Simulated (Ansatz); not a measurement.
**Ti3Si: energy along a strain**

Ti3Si, P6_3/mmc, a = 5.584 Å, c = 4.473 Å. The structure is a Materials Project entry; whether it is the stable form wasn't checked. Ansatz: PBEsol, PAW, 420 eV, Γ-centred 12×12×10 mesh on 8 atoms, Gaussian smearing 0.15 eV; no spin polarisation. Cell vectors (Å): 5.584 0.000 0.000; -2.792 4.836 0.000; 0.000 0.000 4.473. The cell is strained by x per cent times the pattern (0 0 1 0 0 0) in the order xx yy zz yz xz xy (engineering shears), with fractional coordinates held. y is the free energy over the start, V0 = 15.098 Å³/atom. Points with a strain past 8.5 % were computed too (2) and aren't used here.

```
x (%) y (meV/atom)
-7.50             ?
-5.00         34.99
-2.50          8.34
 0.00          0.00
 2.50          7.46
 5.00         28.33
 7.50         60.37
```

Problem. Fit y = c2 x² + c3 x³ to the other rows, get the stiffness along the pattern, and predict the missing energy.

Solution. Least squares on the rows shown. y = 1.2681 x² − 0.026084 x³. The clamped-ion stiffness p·C·p = 2 × 12.68 eV × 160.2 / 15.098 Å³ = 269 GPa, which is C33 in these axes. At x = -7.50 the fit asked for gives 82.33 meV/atom. The run gave 82.12 meV/atom, so the fit is 0.21 meV/atom too high, 0.26 % of the span of the series, against an rms of 0.06 meV/atom on the fitted rows. The row lies outside the fitted range. With a term in x⁴ added, a fit to the same known rows predicts 82.85 meV/atom, further off still.

Cost: 9 runs of about 15 core-minutes in all, on Arm Neoverse N1 (shared hosts).

Compressing Ti3Si along c costs more than stretching it by the same amount: 34.99 against 28.33 meV/atom at 5 % strain. The negative cubic term expresses this ordinary anharmonicity. Shortening the interlayer contacts steeply raises the closed-shell repulsion and the kinetic energy of the confined electrons, whereas stretching gradually weakens the Ti–Ti d bonding and the Ti d–Si p bonding. The good prediction at the missing compression suggests a smooth response, with no abrupt electronic change along this path. The quartic term probably does worse because it is poorly constrained by the known rows and picks up small residuals that grow on extrapolation.

The 269 GPa describes uniaxial strain at fixed lateral dimensions, so it isn't the Young's modulus along c, which would be lower once Poisson contraction is allowed. If Ti occupies the usual sites of this hexagonal structure type, its free in-plane coordinate can couple to the axial strain, and relaxing it could only lower the stiffness or leave it unchanged. A single strain path doesn't establish elastic stability against shear.
